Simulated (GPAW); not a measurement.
# CsPbCl3 (Pm-3m) in GPAW: settings compared, part 2 of 3

GPAW 26.7.0. Earlier steps stand in the parts before.

**3. Band structure, PBEsol**

File run.py:

```python
from ase import Atoms
from ase.dft.bandgap import bandgap
from ase.io import write
from ase.units import GPa
from gpaw import GPAW, PW, setup_paths

setup_paths.insert(0, '.')

atoms = Atoms(['Pb', 'Cs', 'Cl', 'Cl', 'Cl'],
              cell=[[5.605, 0.0, 0.0],
                    [0.0, 5.605, 0.0],
                    [0.0, 0.0, 5.605]],
              scaled_positions=[[0.5, 0.5, 0.5],
                                [0.0, 0.0, 0.0],
                                [0.5, 0.0, 0.5],
                                [0.0, 0.5, 0.5],
                                [0.5, 0.5, 0.0]],
              pbc=True)

calc = GPAW(mode=PW(600),
            xc='PBEsol',
            kpts={'size': (5, 5, 5), 'gamma': True},
            occupations={'name': 'fermi-dirac', 'width': 0.05},
            nbands=37,
            convergence={'density': 1e-05, 'energy': 1e-05},
            maxiter=150,
            txt='gpaw.txt')
atoms.calc = calc
energy = atoms.get_potential_energy()
forces = atoms.get_forces()
stress = atoms.get_stress()
calc.write('gs.gpw')
write('result.traj', atoms)
print(f'Energy: {energy:.6f} eV')
print('Forces (eV/A):')
print(forces.round(4))
print('Stress (GPa):', (stress / GPa).round(3))
print('Fermi level:', round(calc.get_fermi_level(), 4), 'eV')
print(f'Gap: {bandgap(calc)[0]:.4f} eV, direct: {bandgap(calc, direct=True)[0]:.4f} eV')

path = atoms.cell.bandpath('GXMGRX,MR', npoints=100, eps=1e-4)
bs_calc = calc.fixed_density(kpts=path, symmetry='off', nbands=65,
                             convergence={'bands': 'CBM+6.0', 'eigenstates': 1e-6}, txt='bands.txt')
bs = bs_calc.band_structure()
bs.write('bs.json')
print(f'Gap on the path: {bandgap(bs_calc)[0]:.4f} eV')
```

Potentials or basis: PAW data sets generated in the run's folder for this functional, pw.

Command:

```bash
gpaw-setup -f PBEsol Cl Cs Pb
OMP_NUM_THREADS=1 python run.py
```

gpaw.txt:

```text
__  _  _
 | _ |_)|_||  |
 |__||  | ||/\| - 26.7.0

Input parameters:
  mode=PW(ecut=600.0),
  convergence={'density': 1e-05, 'energy': 1e-05},
  kpts=MonkhorstPack(size=(5, 5, 5), gamma=True),
  maxiter=150,
  nbands=37,
  occupations=Occupations(name='fermi-dirac', width=0.05),
  xc=XC(name='PBEsol')

Diagonalizing LCAO Hamiltonian
Converting LCAO to pw mode
    .-------------.
   /|             |
  / |             |
 *  |             |
 |  |             |
 | Cl    Pb       |
 |  |   Cl        |
 |  .-------------.
 | /     Cl      /
 |/             /
 Cs------------*

Atoms  # Å, Bohr magnetons
|   | symbol |        x |        y |        z |    initial magnetic moments |
|---|--------|----------|----------|----------|-----------------------------|
| 0 |     Pb | 2.802500 | 2.802500 | 2.802500 | ( 0.0000,  0.0000,  0.0000) |
| 1 |     Cs | 0.000000 | 0.000000 | 0.000000 | ( 0.0000,  0.0000,  0.0000) |
| 2 |     Cl | 2.802500 | 0.000000 | 2.802500 | ( 0.0000,  0.0000,  0.0000) |
| 3 |     Cl | 0.000000 | 2.802500 | 2.802500 | ( 0.0000,  0.0000,  0.0000) |
| 4 |     Cl | 2.802500 | 2.802500 | 0.000000 | ( 0.0000,  0.0000,  0.0000) |

Unit cell  # Å
| periodic |        x |        y |        z |  lengths |    angles |
|----------|----------|----------|----------|----------|-----------|
|      yes | 5.605000 | 0.000000 | 0.000000 | 5.605000 | 90.000000 |
|      yes | 0.000000 | 5.605000 | 0.000000 | 5.605000 | 90.000000 |
|      yes | 0.000000 | 0.000000 | 5.605000 | 5.605000 | 90.000000 |

Number of symmetries: 48
Symmetry operations  # r_c * U_cc + t_c -> r_c
|    | kind |            matrix            |
|----|------|------------------------------|
|  0 |  E   |  1, 0, 0,  0, 1, 0,  0, 0, 1 |
|  1 |  σ   |  1, 0, 0,  0, 1, 0,  0, 0,-1 |
|  2 |  σ   |  1, 0, 0,  0, 0, 1,  0, 1, 0 |
|  3 |  C4  |  1, 0, 0,  0, 0, 1,  0,-1, 0 |
|  4 |  C4  |  1, 0, 0,  0, 0,-1,  0, 1, 0 |
|  5 |  σ   |  1, 0, 0,  0, 0,-1,  0,-1, 0 |
|  6 |  σ   |  1, 0, 0,  0,-1, 0,  0, 0, 1 |
|  7 |  C2  |  1, 0, 0,  0,-1, 0,  0, 0,-1 |
|  8 |  σ   |  0, 1, 0,  1, 0, 0,  0, 0, 1 |
|  9 |  C2  |  0, 1, 0,  1, 0, 0,  0, 0,-1 |
| 10 |  C3  |  0, 1, 0,  0, 0, 1,  1, 0, 0 |
| 11 |  S6  |  0, 1, 0,  0, 0, 1, -1, 0, 0 |
| 12 |  S6  |  0, 1, 0,  0, 0,-1,  1, 0, 0 |
| 13 |  C3  |  0, 1, 0,  0, 0,-1, -1, 0, 0 |
| 14 |  C4  |  0, 1, 0, -1, 0, 0,  0, 0, 1 |
| 15 |  S4  |  0, 1, 0, -1, 0, 0,  0, 0,-1 |
| 16 |  C3  |  0, 0, 1,  1, 0, 0,  0, 1, 0 |
| 17 |  S6  |  0, 0, 1,  1, 0, 0,  0,-1, 0 |
| 18 |  σ   |  0, 0, 1,  0, 1, 0,  1, 0, 0 |
| 19 |  C4  |  0, 0, 1,  0, 1, 0, -1, 0, 0 |
| 20 |  C2  |  0, 0, 1,  0,-1, 0,  1, 0, 0 |
| 21 |  S4  |  0, 0, 1,  0,-1, 0, -1, 0, 0 |
| 22 |  S6  |  0, 0, 1, -1, 0, 0,  0, 1, 0 |
| 23 |  C3  |  0, 0, 1, -1, 0, 0,  0,-1, 0 |
| 24 |  S6  |  0, 0,-1,  1, 0, 0,  0, 1, 0 |
| 25 |  C3  |  0, 0,-1,  1, 0, 0,  0,-1, 0 |
| 26 |  C4  |  0, 0,-1,  0, 1, 0,  1, 0, 0 |
| 27 |  σ   |  0, 0,-1,  0, 1, 0, -1, 0, 0 |
| 28 |  S4  |  0, 0,-1,  0,-1, 0,  1, 0, 0 |
| 29 |  C2  |  0, 0,-1,  0,-1, 0, -1, 0, 0 |
| 30 |  C3  |  0, 0,-1, -1, 0, 0,  0, 1, 0 |
| 31 |  S6  |  0, 0,-1, -1, 0, 0,  0,-1, 0 |
| 32 |  C4  |  0,-1, 0,  1, 0, 0,  0, 0, 1 |
| 33 |  S4  |  0,-1, 0,  1, 0, 0,  0, 0,-1 |
| 34 |  S6  |  0,-1, 0,  0, 0, 1,  1, 0, 0 |
| 35 |  C3  |  0,-1, 0,  0, 0, 1, -1, 0, 0 |
| 36 |  C3  |  0,-1, 0,  0, 0,-1,  1, 0, 0 |
| 37 |  S6  |  0,-1, 0,  0, 0,-1, -1, 0, 0 |
| 38 |  σ   |  0,-1, 0, -1, 0, 0,  0, 0, 1 |
| 39 |  C2  |  0,-1, 0, -1, 0, 0,  0, 0,-1 |
| 40 |  σ   | -1, 0, 0,  0, 1, 0,  0, 0, 1 |
| 41 |  C2  | -1, 0, 0,  0, 1, 0,  0, 0,-1 |
| 42 |  C2  | -1, 0, 0,  0, 0, 1,  0, 1, 0 |
| 43 |  S4  | -1, 0, 0,  0, 0, 1,  0,-1, 0 |
| 44 |  S4  | -1, 0, 0,  0, 0,-1,  0, 1, 0 |
| 45 |  C2  | -1, 0, 0,  0, 0,-1,  0,-1, 0 |
| 46 |  C2  | -1, 0, 0,  0,-1, 0,  0, 0, 1 |
| 47 |  i   | -1, 0, 0,  0,-1, 0,  0, 0,-1 |

BZ-sampling:
  Number of BZ points: 125
  Number of IBZ points: 10

  Monkhorst-Pack size: [5, 5, 5]
  Monkhorst-Pack shift: [0, 0, 0]

K-points  # in reciprocal-cell coordinates
|   |                                coordinates |     weight |
|---|--------------------------------------------|------------|
| 0 | (  0.00000000,   0.00000000,   0.00000000) | 0.00800000 |
| 1 | (  0.20000000,   0.00000000,   0.00000000) | 0.04800000 |
| 2 | (  0.20000000,   0.20000000,   0.00000000) | 0.09600000 |
| 3 | (  0.20000000,   0.20000000,   0.20000000) | 0.06400000 |
| 4 | (  0.40000000,   0.00000000,   0.00000000) | 0.04800000 |
| 5 | (  0.40000000,   0.20000000,   0.00000000) | 0.19200000 |
| 6 | (  0.40000000,   0.20000000,   0.20000000) | 0.19200000 |
| 7 | (  0.40000000,   0.40000000,   0.00000000) | 0.09600000 |
| 8 | (  0.40000000,   0.40000000,   0.20000000) | 0.19200000 |
| 9 | (  0.40000000,   0.40000000,   0.40000000) | 0.06400000 |

Plane wave coefficients: 5896
Cutoff: 600.0 eV

Spin-components: 1 (collinear spins)
Bands:           37
Projectors:      26
Spin-degeneracy: 2
Datatype:        complex128

Parallelization:
  kpt:    1
  domain: 1
  band:   1

Density:
  Valence electrons: 44.0
  Components: 1
  Grid points: [32 32 32]
  Charge: 0.0  # |e|

Potential:
  Grid points: [32 32 32]

species:
  Pb:
    name:    Lead
    Z:       82.0
    valence: 14
    core:    68
    charge:  0.0  # [|e|]
    compensation charges:
      type: gauss
      rc: 0.38  # [Å]
      lmax: 2
    cutoffs:
      filter: 2.36  # [Å]
      core: 2.43  # [Å]
    projectors
    | kind |    occ | energy [eV] | rcut [Å] |
    |------|--------|-------------|----------|
    |   6s |  2.000 |     -12.024 |    1.259 |
    |   6p |  2.000 |      -3.525 |    1.275 |
    |   5d | 10.000 |     -21.194 |    1.217 |
    |    s |        |      15.187 |    1.259 |
    |    p |        |      23.686 |    1.275 |
    |    d |        |       6.017 |    1.217 |

    Using partial waves for Pb as LCAO basis

  Cs:
    name:    Caesium
    Z:       55.0
    valence: 9
    core:    46
    charge:  0.0  # [|e|]
    compensation charges:
      type: gauss
      rc: 0.33  # [Å]
      lmax: 2
    cutoffs:
      filter: 2.06  # [Å]
      core: 2.51  # [Å]
    projectors
    | kind |    occ | energy [eV] | rcut [Å] |
    |------|--------|-------------|----------|
    |   5s |  2.000 |     -26.762 |    1.164 |
    |   6s |  1.000 |      -2.083 |    1.164 |
    |   5p |  6.000 |     -13.550 |    1.058 |
    |    p |        |      13.661 |    1.058 |
    |    d |        |       0.000 |    1.058 |

    Using partial waves for Cs as LCAO basis

  Cl:
    name:    Chlorine
    Z:       17.0
    valence: 7
    core:    10
    charge:  0.0  # [|e|]
    compensation charges:
      type: gauss
      rc: 0.25  # [Å]
      lmax: 2
    cutoffs:
      filter: 1.40  # [Å]
      core: 1.49  # [Å]
    projectors
    | kind |    occ | energy [eV] | rcut [Å] |
    |------|--------|-------------|----------|
    |   3s |  2.000 |     -20.615 |    0.794 |
    |   3p |  5.000 |      -8.561 |    0.794 |
    |    s |        |       6.597 |    0.794 |
    |    p |        |      18.651 |    0.794 |
    |    d |        |       0.000 |    0.794 |

    Using partial waves for Cl as LCAO basis

Reference energy: -816446.376281  # eV

eigensolver:
[... 26 lines left out ...]
convergence criteria:
- Maximum integral of absolute [dens]ity change: 1e-05 electrons / valence electron
- Maximum [total energy] change in last 3 cyles: 1e-05 eV / valence electron
- Maximum integral of absolute [eigenst]ate change: 4e-08 eV^2 / valence electron
maximum number of iterations: 150

SCF iterations
|iter     | |      energy | eigst |  dens |
|---------|-|-------------|-------|-------|
|iter:   1| |  -19.141149 | -0.05 |       |
|iter:   2| |  -19.051386 | -1.72 | -1.27 |
|iter:   3| |  -18.540232 | -1.83 | -1.32 |
|iter:   4| |  -18.524240 | -3.07 | -1.78 |
|iter:   5| |  -18.526457 | -4.12 | -2.24 |
|iter:   6| |  -18.526720 | -4.96 | -2.92 |
|iter:   7| |  -18.526739c| -6.20 | -3.54 |
|iter:   8| |  -18.526743c| -7.11 | -3.98 |
|iter:   9| |  -18.526743c| -7.47c| -4.84 |
|iter:  10| |  -18.526743c| -8.05c| -5.51c|

Converged in 10 steps
Energy contributions relative to reference atoms: (reference = -816446.376281)

Energy contributions:
  Kinetic:          26.251819
  Coulomb:         -27.303827
  Zero:             -0.012407
  External:          0.000000
  Xc:              -17.462328
  Entropy:          -0.000000
  Spinorbit:         0.000000
  ----------------------------
  Free energy:     -18.526743
  Extrapolated:    -18.526743

dipole moment: (-52.530262, -52.530262, -52.530262)  # |e|*Ang

Fermi level: 4.038
Eigenvalues  # (at kpt = [0.000, 0.000, 0.000])
| band index |      eig [eV] | occ [0-2] |
|------------|---------------|-----------|
|          0 |       -18.374 |     2.000 |
|        ... |               |           |
|         14 |        -1.776 |     2.000 |
|         15 |        -1.776 |     2.000 |
|         16 |         0.311 |     2.000 |
|         17 |         0.311 |     2.000 |
|         18 |         0.311 |     2.000 |
|         19 |         0.418 |     2.000 |
[... 8 lines left out ...]
|         28 |         9.033 |     0.000 |
|         29 |         9.033 |     0.000 |
|        ... |               |           |
|         36 |        13.505 |     0.000 |

Gap: 2.806 eV
Transition (v -> c):
  (s=0, k=9, n=21, [0.40, 0.40, 0.40]) -> (s=0, k=9, n=22, [0.40, 0.40, 0.40])
No difference between direct/indirect transitions

Forces  # eV/Ang
|        x |        y |       z |
|----------|----------|---------|
|  0.00000 | -0.00000 | 0.00000 |  # Pb   0
|  0.00000 | -0.00000 | 0.00000 |  # Cs   1
|  0.00000 | -0.00000 | 0.00000 |  # Cl   2
| -0.00000 | -0.00000 | 0.00000 |  # Cl   3
|  0.00000 |  0.00000 | 0.00000 |  # Cl   4

Stress tensor  # eV/Ang^3
|         x |         y |         z |
|-----------|-----------|-----------|
| -0.000100 | -0.000000 |  0.000000 |
| -0.000000 | -0.000100 |  0.000000 |
|  0.000000 |  0.000000 | -0.000100 |

# Writing to gs.gpw (mode='')
```

Run time: 7.4 min. Hardware: 1 thread of Arm Neoverse V1, shared host; peak memory 1.1 GiB.

Results:

```yaml
Free_energy: -18.5267 eV
Pressure: 0.0 GPa
Band_gap_along_the_path: 1.74 eV, direct
```

Levels at the corners of the path, in eV from the valence-band top:
| point | band 18 | band 19 | band 20 | band 21 | band 22 | band 23 | band 24 | band 25 | band 26 | band 27 |
| --- | --- | --- | --- | --- | --- | --- | --- | --- | --- | --- |
| Γ | -2.68 | -2.68 | -2.58 | -2.58 | -2.58 | 3.17 | 4.16 | 4.16 | 5.05 | 5.05 |
| X | -2.78 | -2.78 | -2.69 | -2.69 | -1.72 | 2.86 | 4.55 | 5.09 | 5.18 | 5.18 |
| M | -2.87 | -2.87 | -2.81 | -2.26 | -0.83 | 2.34 | 2.34 | 4.77 | 5.27 | 5.64 |
| Γ | -2.68 | -2.68 | -2.58 | -2.58 | -2.58 | 3.17 | 4.16 | 4.16 | 5.05 | 5.05 |
| R | -2.80 | -2.25 | -2.25 | -2.25 | 0.00 | 1.74 | 1.74 | 1.74 | 4.94 | 5.45 |
| X | -2.78 | -2.78 | -2.69 | -2.69 | -1.72 | 2.86 | 4.55 | 5.09 | 5.18 | 5.18 |
| M | -2.87 | -2.87 | -2.81 | -2.26 | -0.83 | 2.34 | 2.34 | 4.77 | 5.27 | 5.64 |
| R | -2.80 | -2.25 | -2.25 | -2.25 | 0.00 | 1.74 | 1.74 | 1.74 | 4.94 | 5.45 |

Caveat: spin-orbit coupling is left out, which moves the levels of the heavy elements.

**4. Equation of state, PBE**

File run.py:

```python
from ase import Atoms
from ase.eos import EquationOfState
from ase.io import Trajectory
from ase.units import GPa
from gpaw import GPAW, PW

atoms = Atoms(['Pb', 'Cs', 'Cl', 'Cl', 'Cl'],
              cell=[[5.605, 0.0, 0.0],
                    [0.0, 5.605, 0.0],
                    [0.0, 0.0, 5.605]],
              scaled_positions=[[0.5, 0.5, 0.5],
                                [0.0, 0.0, 0.0],
                                [0.5, 0.0, 0.5],
                                [0.0, 0.5, 0.5],
                                [0.5, 0.5, 0.0]],
              pbc=True)

traj = Trajectory('eos.traj', 'w')
volumes, energies = [], []
for x in [0.94, 0.96, 0.98, 1.0, 1.02, 1.04, 1.06]:
    a = atoms.copy()
    a.set_cell(atoms.cell * x**(1 / 3), scale_atoms=True)
    calc = GPAW(mode=PW(600),
                xc='PBE',
                kpts={'size': (5, 5, 5), 'gamma': True},
                occupations={'name': 'fermi-dirac', 'width': 0.05},
                nbands=37,
                convergence={'density': 1e-05, 'energy': 1e-05},
                maxiter=150,
                txt=f'eos-{x:.2f}.txt')
    a.calc = calc
    energies.append(a.get_potential_energy(force_consistent=True))
    volumes.append(a.get_volume())
    p = -a.get_stress()[:3].mean() / GPa
    calc.write(f'eos-{x:.2f}.gpw')
    traj.write(a)
    print(f'{x:.2f} {volumes[-1]:10.4f} A^3 {energies[-1]:14.6f} eV {p:9.3f} GPa', flush=True)

v0, e0, B = EquationOfState(volumes, energies, eos='birchmurnaghan').fit()
print(f'V0 = {v0:.4f} A^3, E0 = {e0:.6f} eV, B0 = {B / GPa:.2f} GPa')
```

Potentials or basis: GPAW PAW data sets (gpaw-data 1.2.1), pw.

Command:

```bash
OMP_NUM_THREADS=1 python run.py
```

It took 4.5 min on 1 thread of Arm Neoverse V1, shared host; peak memory 0.48 GiB.

The run converged. Its results:

```
Equilibrium volume : 37.60 Å³/atom (rough: see the caveat)
Bulk modulus       : 22 GPa (rough)
```

Energy against volume, from the lowest point:
| volume (Å³/atom) | energy (meV/atom) |
| --- | --- |
| 33.104 | 46.44 |
| 33.809 | 31.74 |
| 34.513 | 20.19 |
| 35.217 | 11.54 |
| 35.922 | 5.42 |
| 36.626 | 1.71 |
| 37.330 | 0.00 |

Caveat: the minimum lies outside the volumes run. Spin-orbit coupling is left out, which matters for the levels of Cs, Pb.

(Part 2 of 3 ends here.)
